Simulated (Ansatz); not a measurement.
# CaF2: the cost of one run

Computed with Ansatz 0.2.0 (DFT, PBE, plane-wave PAW, default files, scalar-relativistic, unless a step's input says otherwise).

### 1 The structure to begin with

Symmetry: Fm-3m, No. 225, cubic system. Conventional cell: a = 5.516 Å, b = 5.516 Å, c = 5.516 Å, α = 90.00°, β = 90.00°, γ = 90.00°. Ca (site symmetry m-3m) is surrounded by 8 F at 2.39 Å. F (site symmetry -43m) is surrounded by 4 Ca at 2.39 Å.

Structure file:

```cif
data_structure
_symmetry_space_group_name_H-M 'P 1'
_symmetry_Int_Tables_number 1
_cell_length_a 3.9004
_cell_length_b 3.9004
_cell_length_c 3.9004
_cell_angle_alpha 60.000
_cell_angle_beta 60.000
_cell_angle_gamma 60.000
_cell_volume 41.96
loop_
_atom_site_label
_atom_site_type_symbol
_atom_site_fract_x
_atom_site_fract_y
_atom_site_fract_z
_atom_site_occupancy
Ca1 Ca 0.00000 0.00000 0.00000 1
F1 F 0.75000 0.75000 0.75000 1
F2 F 0.25000 0.25000 0.25000 1
```

### 2 Single point at the given positions

Input file input.yaml:

```yaml
crystal:
  lattice:
    - [0.0, 2.7580259682, 2.7580259682]
    - [2.7580259682, 0.0, 2.7580259682]
    - [2.7580259682, 2.7580259682, 0.0]
  atoms:
    - { symbol: Ca, position: [0.0, 0.0, 0.0] }
    - { symbol: F, position: [0.75, 0.75, 0.75] }
    - { symbol: F, position: [0.25, 0.25, 0.25] }
kpoints:
  mp_grid: { grid: [6, 6, 6] }
scf:
  occupations: { method: fermi_dirac, width: 0.02 }
hamiltonian:
  xc: pbe
  pseudopotentials: { kind: paw }
output:
  forces: true
  stress: true
  populations: true
  efg: { quadrupole_moments_barn: { Ca: -0.0408 }, contact_densities: true }
```

Run with:

```bash
$ ansatz run input.yaml --threads 1 --pin off --max-ram 3072MiB --backend cpu --events-out ev --progress --plain --runs-dir out
```

What time and memory should one allow on 1 thread of Arm Neoverse V1, shared host?

About 1.9 s, with a peak of 0.3 GiB.
